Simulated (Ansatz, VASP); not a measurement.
## One calculation of MgH2, two programs

```
Mg H
1.0
     4.48495    0.00000    0.00000
     0.00000    4.48495    0.00000
     0.00000    0.00000    2.99641
Mg H
2 4
Cartesian
  0.0000 0.0000 0.0000
  2.2425 2.2425 1.4982
  1.3665 1.3665 0.0000
  0.8760 3.6090 1.4982
  3.1185 3.1185 0.0000
  3.6090 0.8760 1.4982
```

Alike in both runs: functional r2SCAN; k mesh 6 × 6 × 8; occupations gaussian, width 0.02 eV; no spin polarisation.

Ansatz relaxed the structure, and its values are those at the end. VASP's run is a single point on that final structure, the one shown.

```csv
,VASP,Ansatz
version,VASP 6.6.1,Ansatz 0.2.0
potentials or method,"VASP PAW PBE potentials, release 64 (Mg, H)","scalar-relativistic, plane waves, PAW"
plane-wave cutoff (eV),520,500
valence electrons in the cell,8,24
```

```csv
,VASP,Ansatz,Ansatz less VASP
gap on the k mesh at the Fermi level (eV),4.46,4.48,+0.017
least direct gap on the mesh (eV),5.25,5.26,+0.017
pressure (GPa),-0.4,0.0,+0.43
```

The two sets of potentials don't hold the same shells in valence.

Caveats: the PAW data sets were made with another functional, which shifts forces and pressure a little (VASP). A k mesh can miss the band edges.
